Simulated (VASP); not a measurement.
Write the native input for VASP 6.6.1 that does the following.

```
Task                   : single point
Functional             : TB-mBJ
Potentials or basis    : VASP PAW PBE potentials, release 64 (Ga_d, As)
Cutoff                 : 520 eV
k mesh                 : 8 × 8 × 8
Occupations            : gaussian, width 0.02 eV
Spin                   : non-collinear spin, zero start, spin-orbit coupling
Starting moments       : [[0.0, 0.0, 0.0], [0.0, 0.0, 0.0]] μB
Further INCAR settings : ALGO = Normal; EDIFF = 1e-06; NBANDS = 30
```

Crystal: GaAs.

```xyz
2
Lattice="0.0000 2.8194 2.8406 2.8194 0.0000 2.8406 2.8194 2.8194 0.0000" Properties=species:S:1:pos:R:3 pbc="T T T"
Ga    0.0000    0.0000    0.0000
As    1.4097    1.4097    1.4203
```

The cell was built by a generator and isn't the measured one.

The input as run:

POSCAR

```
GaAs
1.0
    0.0000000000      2.8194337500      2.8406325000
    2.8194337500      0.0000000000      2.8406325000
    2.8194337500      2.8194337500      0.0000000000
Ga As
1 1
Direct
    0.0000000000      0.0000000000      0.0000000000
    0.2500000000      0.2500000000      0.2500000000
```

INCAR.step1

```
SYSTEM = GaAs
ALGO     = Normal         ! electronic algorithm
EDIFF    = 1E-5           ! SCF threshold, eV
ENCUT    = 520            ! plane-wave cutoff, eV
GGA      = PE             ! functional
GGA_COMPAT= .FALSE.      
ISIF     = 2              ! what is computed and relaxed
ISMEAR   = 0              ! smearing method
LASPH    = .TRUE.         ! aspherical terms in the spheres
LCHARG   = .FALSE.        ! write CHGCAR
LORBIT   = 11             ! projections on sites
LREAL    = .FALSE.        ! projectors in reciprocal space
LSORBIT  = .TRUE.         ! spin-orbit coupling
LWAVE    = .TRUE.         ! write WAVECAR
MAGMOM   = 0 0 0 0 0 0    ! initial moments
NBANDS   = 30             ! bands
NELM     = 100            ! most SCF steps
PREC     = Accurate       ! precision mode
SIGMA    = 0.02           ! smearing width, eV
```

INCAR.step2

```
SYSTEM = GaAs
ALGO     = Normal         ! electronic algorithm
EDIFF    = 1E-6           ! SCF threshold, eV
ENCUT    = 520            ! plane-wave cutoff, eV
GGA_COMPAT= .FALSE.      
ISIF     = 2              ! what is computed and relaxed
ISMEAR   = 0              ! smearing method
ISTART   = 1            
LASPH    = .TRUE.         ! aspherical terms in the spheres
LCHARG   = .FALSE.        ! write CHGCAR
LORBIT   = 11             ! projections on sites
LREAL    = .FALSE.        ! projectors in reciprocal space
LSORBIT  = .TRUE.         ! spin-orbit coupling
LWAVE    = .FALSE.        ! write WAVECAR
MAGMOM   = 0 0 0 0 0 0    ! initial moments
METAGGA  = MBJ            ! meta-GGA
NBANDS   = 30             ! bands
NELM     = 100            ! most SCF steps
PREC     = Accurate       ! precision mode
SIGMA    = 0.02           ! smearing width, eV
```

KPOINTS

```
k-points
0
G
  8 8 8
  0 0 0
```

Potentials or basis: VASP PAW PBE potentials, release 64 (Ga_d, As).

The run is started by

```console
$ cat potpaw_PBE.64/Ga_d/POTCAR potpaw_PBE.64/As/POTCAR > POTCAR
$ cp INCAR.step1 INCAR
$ mpirun -np 1 vasp_ncl > vasp.out
$ cp INCAR.step2 INCAR
$ mpirun -np 1 vasp_ncl > vasp.out
```

Results of the run:

```
Net moment                                            : 0.00 μB per cell
Valence electrons inside the program's atomic spheres : Ga 11.43; As 2.96
```

It took 26 min on 1 thread of Intel(R) Xeon(R) Platinum 8488C (Sapphire Rapids), with other jobs on the host, peak memory 0.44 GiB.
